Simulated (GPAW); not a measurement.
## 1 ML Cr on Rh(111), fcc site, 3 substrate layers: which magnetic order is lowest

Wanted: the moments of 1 ML Cr on Rh(111), fcc site, 3 substrate layers and the energy of each order that was tried.

Method: PBE; plane waves with GPAW's PAW setups, scalar-relativistic, in GPAW 26.7.0.

## 1. The starting structure

The cell holds 4 atoms: 3 Rh and 1 Cr. Its edges and angles: a = 2.684 Å, b = 2.684 Å, c = 20.498 Å, α = 90.0°, β = 90.0°, γ = 120.0°. pseudomorphic film on the substrate's lattice, hard-sphere layer spacings, unrelaxed, 14 A of vacuum. Vacuum lies along c.

## 2. Order 1, typed as ferro +

The parallel start comes first: it fits the smallest cell, keeps the most symmetry and shows whether parallel moments form.

Input file order1.py:

```python
import json
import numpy as np
from ase import Atoms
from ase.parallel import paropen, parprint
from gpaw import GPAW

atoms = Atoms(['Rh', 'Rh', 'Rh', 'Cr'],
    cell=[[2.683965, 0.0, 0.0],
         [-1.341983, 2.324382, 0.0],
         [0.0, 0.0, 20.497978]],
    scaled_positions=[[0.0, 0.0, 0.341497],
         [0.666667, 0.333333, 0.448408],
         [0.333333, 0.666667, 0.555318],
         [0.0, 0.0, 0.658503]],
    pbc=True,
    magmoms=[0.0, 0.0, 0.0, 2.5])
atoms.calc = GPAW(mode={'name': 'pw', 'ecut': 500},
    xc='PBE',
    kpts={'size': (14, 14, 1), 'gamma': True},
    occupations={'name': 'fermi-dirac', 'width': 0.05},
    convergence={'density': 1e-05, 'energy': 1e-05},
    maxiter=250,
    symmetry={'tolerance': 1e-4},
    txt='order1.txt')
e = atoms.get_potential_energy(force_consistent=True)
res = {'free_energy': e, 'energy_sigma0': atoms.get_potential_energy(), 'fermi_energy': atoms.calc.get_fermi_level()}
res['moments'] = atoms.get_magnetic_moments().tolist()
res['total'] = atoms.get_magnetic_moment()
parprint('site moments (muB):', np.round(res['moments'], 3))
parprint(f"total moment: {res['total']:.3f} muB")
parprint(f'free energy: {e:.6f} eV')
atoms.calc.write('order1.gpw')
with paropen('results.json', 'w') as f:
    json.dump(res, f)
```

Launch:

```
OMP_NUM_THREADS=1 mpirun -n 4 gpaw python order1.py > order1.log
```

Numbers of over 12 decimals in the logs are rounded to 6 here.

The program printed:

```text
site moments (muB): [ 0.  0.  0. -0.]
total moment: 0.000 muB
free energy: -29.156676 eV

--- order1.txt ---
Input parameters:
  mode=PW(ecut=500),
  convergence={'density': 1e-05, 'energy': 1e-05},
  kpts=MonkhorstPack(size=(14, 14, 1), gamma=True),
  maxiter=250,
  occupations=Occupations(name='fermi-dirac', width=0.05),
  symmetry=Symmetry(tolerance=0.0001),
  xc=XC(name='PBE')

Diagonalizing LCAO Hamiltonian
Converting LCAO to pw mode

       Cr

        Rh

           Rh

       Rh

Atoms  # Å, Bohr magnetons
|   | symbol |         x |        y |         z |    initial magnetic moments |
|---|--------|-----------|----------|-----------|-----------------------------|
| 0 |     Rh |  0.000000 | 0.000000 |  6.999998 | ( 0.0000,  0.0000,  0.0000) |
| 1 |     Rh |  1.341984 | 0.774793 |  9.191457 | ( 0.0000,  0.0000,  0.0000) |
| 2 |     Rh | -0.000002 | 1.549589 | 11.382896 | ( 0.0000,  0.0000,  0.0000) |
| 3 |     Cr |  0.000000 | 0.000000 | 13.497980 | ( 0.0000,  0.0000,  2.5000) |

Unit cell  # Å
| periodic |         x |        y |         z |   lengths |     angles |
|----------|-----------|----------|-----------|-----------|------------|
|      yes |  2.683965 | 0.000000 |  0.000000 |  2.683965 |  90.000000 |
|      yes | -1.341983 | 2.324382 |  0.000000 |  2.683965 |  90.000000 |
|      yes |  0.000000 | 0.000000 | 20.497978 | 20.497978 | 120.000008 |

Number of symmetries: 6

BZ-sampling:
  Number of BZ points: 196
  Number of IBZ points: 24

  Monkhorst-Pack size: [14, 14, 1]
  Monkhorst-Pack shift: [0.035714, 0.035714, 0.0]

K-points  # in reciprocal-cell coordinates
|     |                                coordinates |     weight |
|-----|--------------------------------------------|------------|
|   0 | (  0.00000000,   0.00000000,   0.00000000) | 0.00510204 |
|   1 | (  0.07142857,   0.00000000,   0.00000000) | 0.03061224 |
|   2 | (  0.14285714,  -0.07142857,   0.00000000) | 0.03061224 |
|   3 | (  0.14285714,   0.00000000,   0.00000000) | 0.03061224 |
|   4 | (  0.21428571,  -0.07142857,   0.00000000) | 0.06122449 |
|   5 | (  0.21428571,   0.00000000,   0.00000000) | 0.03061224 |
|   6 | (  0.28571429,  -0.14285714,   0.00000000) | 0.03061224 |
|   7 | (  0.28571429,  -0.07142857,   0.00000000) | 0.06122449 |
|   8 | (  0.28571429,   0.00000000,   0.00000000) | 0.03061224 |
|   9 | (  0.35714286,  -0.14285714,   0.00000000) | 0.06122449 |
| ... |                                            |            |
|  23 | (  0.50000000,   0.50000000,   0.00000000) | 0.01530612 |

Plane wave coefficients: 3297
Cutoff: 500.0 eV

Spin-components: 2 (collinear spins)
Bands:           37
Projectors:      24
Spin-degeneracy: 1
Datatype:        complex128

Parallelization:
  kpt:    4
  domain: 1
  band:   1

Density:
  Valence electrons: 51.0
  Components: 2
  Grid points: [ 14  14 108]
  Charge: 0.0  # |e|

Potential:
  Grid points: [ 14  14 108]

species:
  Rh:
    name:    Rhodium
    Z:       45.0
    valence: 15
    core:    30
    charge:  0.0  # [|e|]
    compensation charges:
      type: gauss
      rc: 0.38  # [Å]
      lmax: 2
    cutoffs:
      filter: 2.48  # [Å]
      core: 2.35  # [Å]
    projectors
    | kind |    occ | energy [eV] | rcut [Å] |
    |------|--------|-------------|----------|
    |   5s |  1.000 |      -4.297 |    1.270 |
    |   4p |  6.000 |     -50.429 |    1.381 |
    |   5p |  0.000 |      -0.852 |    1.381 |
    |   4d |  8.000 |      -5.942 |    1.244 |
    |    s |        |      22.915 |    1.270 |
    |    d |        |      21.270 |    1.244 |

    Using partial waves for Rh as LCAO basis

  Cr:
    name:    Chromium
    Z:       24.0
    valence: 6
    core:    18
    charge:  0.0  # [|e|]
    compensation charges:
      type: gauss
      rc: 0.35  # [Å]
      lmax: 2
    cutoffs:
      filter: 2.14  # [Å]
      core: 3.04  # [Å]
    projectors
    | kind |    occ | energy [eV] | rcut [Å] |
    |------|--------|-------------|----------|
    |   4s |  1.000 |      -4.007 |    1.164 |
    |   4p |  0.000 |      -0.989 |    1.217 |
    |   3d |  5.000 |      -2.913 |    1.111 |
    |    s |        |      23.205 |    1.164 |
    |    p |        |      26.223 |    1.217 |
    |    d |        |      24.299 |    1.111 |

    Using partial waves for Cr as LCAO basis

Reference energy: -418986.318450  # eV

eigensolver:
  PPCG
  Converge bands: occupied
  niter=2

density mixing:
  MSR1-Mixer
  Pratt-step length: 0.05
  Maximum mixing coefficient: 0.75
  Old densities: 10
  SVD Regularization: 0.005
  Good broyden scale: 1.0
  Trust region scale: 1.0
  Backstep threshold: 4.0
  History deletion threshold: 6.0
  Fourier metric: weight=20.0, sigma=0.015

occupation numbers:
  Fermi-Dirac:
    width: 0.0500  # eV

poisson solver:
  ecut: 4000.0  # eV

xc functional:
  name: PBE with 2 nearest neighbor stencil

convergence criteria:
- Maximum integral of absolute [dens]ity change: 1e-05 electrons / valence electron
- Maximum [total energy] change in last 3 cyles: 1e-05 eV / valence electron
- Maximum integral of absolute [eigenst]ate change: 4e-08 eV^2 / valence electron
maximum number of iterations: 250

SCF iterations
|iter     |      energy | eigst |  dens |  magmom |
|---------|-------------|-------|-------|---------|
|iter:   1|       0s |  -48.514097 | +0.21 |       |  +2.4861|
|iter:   2|       1s | -137.594281 | +0.44 | -0.54 |  +2.3790|
|iter:   3|       2s |  -43.458880 | +0.05 | -0.39 |  +2.3731|
|iter:   4|       3s |  -30.823888 | +0.15 | -0.64 |  +2.3633|
|iter:   5|       4s |  -40.872965 | -0.84 | -0.99 |  +2.3325|
|iter:   6|       5s |  -34.744980 | -0.98 | -0.61 |  +2.2216|
|iter:   7|       6s |  -33.918049 | -0.96 | -0.80 |  +2.0507|
|iter:   8|       8s |  -31.944282 | -1.34 | -0.78 |  +1.9807|
|iter:   9|       9s |  -29.325560 | -1.82 | -0.95 |  +1.9098|
|iter:  10|      10s |  -29.291283 | -2.54 | -1.37 |  +1.8475|
[... 59 iterations left out ...]
|iter:  70|      76s |  -29.126704 | -3.69 | -1.73 |  -0.0028|
|iter:  71|      77s |  -29.126736 | -5.56 | -3.75 |  +0.0000|
|iter:  72|      78s |  -29.126697c| -6.31 | -3.44 |  -0.0002|
|iter:  73|      79s |  -29.126698c| -7.02 | -4.47 |  +0.0006|
|iter:  74|      80s |  -29.126699c| -7.46c| -4.37 |  +0.0007|
|iter:  75|      81s |  -29.126702c| -7.60c| -4.55 |  +0.0005|
|iter:  76|      82s |  -29.126698c| -7.78c| -4.26 |  +0.0006|
|iter:  77|      83s |  -29.126697c| -7.75c| -4.60 |  +0.0003|
|iter:  78|      84s |  -29.126699c| -7.74c| -4.52 |  +0.0001|
|iter:  79|      84s |  -29.126699c| -8.06c| -5.01c|  +0.0001|

Converged in 79 steps
Energy contributions relative to reference atoms: (reference = -418986.318450)

Energy contributions:
  Kinetic:         -35.484745
  Coulomb:          20.761167
  Zero:             -0.054391
  External:          0.000000
  Xc:              -14.318753
  Entropy:          -0.059955
  Spinorbit:         0.000000
  ----------------------------
  Free energy:     -29.156676
  Extrapolated:    -29.126699

dipole moment: (-7.323492, -12.693906, 0.009571)  # |e|*Ang

Total magnetic moment: (0.000000, 0.000000, 0.000128)

Local magnetic moments
|        x |        y |         z |
|----------|----------|-----------|
| 0.000000 | 0.000000 |  0.000168 |  # Rh   0
| 0.000000 | 0.000000 |  0.000091 |  # Rh   1
| 0.000000 | 0.000000 |  0.000035 |  # Rh   2
| 0.000000 | 0.000000 | -0.000129 |  # Cr   3

Fermi level: 1.935
Eigenvalues  # (at kpt = [0.000, 0.000, 0.000])
| band index |      eig [eV] | occ [0-1] |      eig [eV] | occ [0-1] |
|------------|---------------|-----------|---------------|-----------|
|          0 |       -45.010 |     1.000 |       -45.010 |     1.000 |
|        ... |               |           |               |           |
|         18 |        -0.499 |     1.000 |        -0.499 |     1.000 |
|         19 |        -0.499 |     1.000 |        -0.499 |     1.000 |
|         20 |        -0.442 |     1.000 |        -0.442 |     1.000 |
|         21 |         0.753 |     1.000 |         0.753 |     1.000 |
|         22 |         0.753 |     1.000 |         0.753 |     1.000 |
|         23 |         0.943 |     1.000 |         0.943 |     1.000 |
|         24 |         1.264 |     1.000 |         1.264 |     1.000 |
|         25 |         1.264 |     1.000 |         1.264 |     1.000 |
|         26 |         1.942 |     0.461 |         1.942 |     0.462 |
|         27 |         1.983 |     0.274 |         1.983 |     0.274 |
|         28 |         1.983 |     0.274 |         1.983 |     0.274 |
|         29 |         2.277 |     0.001 |         2.277 |     0.001 |
|         30 |         2.277 |     0.001 |         2.277 |     0.001 |
|         31 |         2.879 |     0.000 |         2.879 |     0.000 |
|         32 |         3.169 |     0.000 |         3.169 |     0.000 |
|         33 |         3.169 |     0.000 |         3.169 |     0.000 |
|        ... |               |           |               |           |
|         36 |         8.529 |     0.000 |         8.528 |     0.000 |

No gap
No difference between direct/indirect transitions
```

Elapsed: 89 s, on 4 MPI ranks of Intel Xeon 6975P-C (Granite Rapids), shared host; peak memory 0.97 GiB.

Spin moment in the augmentation sphere by atom:

| atom | spin moment in the augmentation sphere (μB) |
| --- | --- |
| Rh1 | 0.0002 |
| Rh2 | 0.0001 |
| Rh3 | 0.0000 |
| Cr4 | -0.0001 |

Numbers from this step:

| Item | Value |
| --- | --- |
| final state | non-magnetic |

After 79 cycles the seed has died away: no moment is left.

[end of part 1 of 2]

[Logs and program files are shortened in this print: banners, set-up blocks, solver, clock and traceback lines can be left out without a mark of their own.]

[Logs are printed without paths, hosts, clocks, repeated set-up lines and the standing remarks that a program may print on its own settings, such as how far it seeks lower states.]

[Hosts, paths, dates, database ids (printed as entryN), source tags and the programs' standing remarks are cut or masked in the printed files.]

[Where a cell is said to come from a database of computed structures, the database is the Materials Project.]
